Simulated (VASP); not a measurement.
**TiSe2: band structure with PBE**

TiSe2:

```
CELL_PARAMETERS angstrom
3.48353 0.00000 0.00000
-1.74177 3.01683 0.00000
0.00000 0.00000 5.85705
ATOMIC_POSITIONS crystal
Ti 0.00000 0.00000 0.00000
Se 0.33333 0.66667 0.26520
Se 0.66667 0.33333 0.73480
```

* Program: VASP 6.6.1
* Task: band structure
* Functional: PBE
* Potentials or basis: VASP PAW PBE potentials, release 64 (Ti_sv, Se)
* Cutoff: 520 eV
* k mesh: 12 × 12 × 6
* Occupations: methfessel-paxton, width 0.1 eV
* Spin: no spin polarisation
* Further INCAR settings: ALGO = Normal; EDIFF = 1e-06; NBANDS = 19

```yaml
Pressure: 3.6 GPa
Largest_force: 0.011 eV/Å
Band_gap_along_the_path: none (metal or under the smearing width)
```

Forces in eV/Å, atoms in the order of the input:
```
Ti   0.000  0.000  0.000
Se   0.000  0.000 -0.011
Se   0.000  0.000  0.011
```

Stress tensor (GPa, compression positive):
```
3.54 0.00 0.00
0.00 3.54 0.00
0.00 0.00 3.68
```

Levels at the corners of the path, in eV from the Fermi level:
```
point  band 8  band 9  band 10  band 11  band 12  band 13  band 14  band 15  band 16  band 17
    Γ   -2.25   -2.25     0.38     0.51     0.51     0.58     0.61     0.61     3.29     3.29
    M   -3.86   -2.94    -2.86    -2.24    -1.42     0.05     1.47     1.89     3.22     3.79
    M   -3.86   -2.94    -2.86    -2.24    -1.42     0.05     1.47     1.89     3.22     3.79
    K   -4.12   -4.12    -2.68    -2.68    -2.40     1.24     1.75     1.75     2.61     2.61
    K   -4.12   -4.12    -2.68    -2.68    -2.40     1.24     1.75     1.75     2.61     2.61
    Γ   -2.25   -2.25     0.38     0.51     0.51     0.58     0.61     0.61     3.29     3.29
    Γ   -2.25   -2.25     0.38     0.51     0.51     0.58     0.61     0.61     3.29     3.29
    A   -2.89   -2.16    -2.16     0.29     0.29     0.49     0.49     1.28     3.75     3.75
    A   -2.89   -2.16    -2.16     0.29     0.29     0.49     0.49     1.28     3.75     3.75
    L   -4.86   -2.82    -2.55    -1.11    -0.85    -0.25     1.47     1.86     3.05     4.05
    L   -4.86   -2.82    -2.55    -1.11    -0.85    -0.25     1.47     1.86     3.05     4.05
    H   -4.48   -3.82    -3.41    -2.10    -2.10     1.25     1.26     1.26     3.61     3.61
    H   -4.48   -3.82    -3.41    -2.10    -2.10     1.25     1.26     1.26     3.61     3.61
    A   -2.89   -2.16    -2.16     0.29     0.29     0.49     0.49     1.28     3.75     3.75
    L   -4.86   -2.82    -2.55    -1.11    -0.85    -0.25     1.47     1.86     3.05     4.05
    M   -3.86   -2.94    -2.86    -2.24    -1.42     0.05     1.47     1.89     3.22     3.79
    K   -4.12   -4.12    -2.68    -2.68    -2.40     1.24     1.75     1.75     2.61     2.61
    H   -4.48   -3.82    -3.41    -2.10    -2.10     1.25     1.26     1.26     3.61     3.61
```

Wall time 89 s on 4 MPI ranks on Intel(R) Xeon(R) Platinum 8488C (Sapphire Rapids), on a shared host, peak memory 0.32 GiB a rank.
